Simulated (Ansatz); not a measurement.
# Bi under changes of volume

One of the cells (35.070 Å³/atom); the others are scaled copies at fixed shape and fractional positions:

```
CELL_PARAMETERS angstrom
2.26750 1.30914 3.93800
-2.26750 1.30914 3.93800
0.00000 -2.61828 3.93800
ATOMIC_POSITIONS crystal
Bi 0.76600 0.76600 0.76600
Bi 0.23400 0.23400 0.23400
```

```yaml
Program: Ansatz 0.2.0
Functional: r2SCAN
Potentials_or_basis: Ansatz PAW
Cutoff: "500 eV (not typed: the program's choice for these potentials)"
k_mesh: 7 × 7 × 7
Occupations: fermi-dirac, width 0.05 eV
Spin: no spin polarisation
```

```tsv
volume (Å³/atom)	energy over the lowest point (meV/atom)	pressure (GPa)	gap on the mesh (eV)	largest force (eV/Å)
32.965	41.91	5.0	0.33	0.336
33.667	23.36	3.6	0.32	0.224
34.368	10.58	2.3	0.30	0.119
35.070	2.98	1.2	0.29	0.021
35.771	0.00	0.2	0.28	0.071
36.472	1.17	-0.7	0.27	0.156
37.174	?	?	?	?
```

What does the run at 37.174 Å³/atom give?

Energy over the lowest point 6.04 meV/atom; pressure -1.5 GPa; gap on the mesh 0.26 eV; largest force 0.237 eV/Å.

Worked out: A Birch-Murnaghan fit of order 3 (a polynomial in V^(-2/3)) to the other rows has its minimum at 35.91 Å³/atom with B0 = V·E''(V) = 47 GPa and B' = 4.6 at fixed shape and positions, which overstates the stiffness. It gives 6.07 meV/atom at 37.174 Å³/atom, against the run's 6.04, and -dE/dV = -1.5 GPa, against -1.5. A straight line through the other rows of the gap, of slope -0.608 eV per unit of ln V, extrapolates to 0.26 eV, against the run's 0.26.

Energies are extrapolated to zero smearing.

Caveats: odd divisions of the mesh miss points on the zone boundary, where band edges often lie, so the gap on the mesh can be too wide; spin-orbit coupling is left out, which as a rule narrows the gap of such compounds by several tenths of an eV; the PAW data sets come from PBE, with cores solved anew for the run's functional, which leaves a small shift of forces and pressure.

A mesh can miss the band edges.
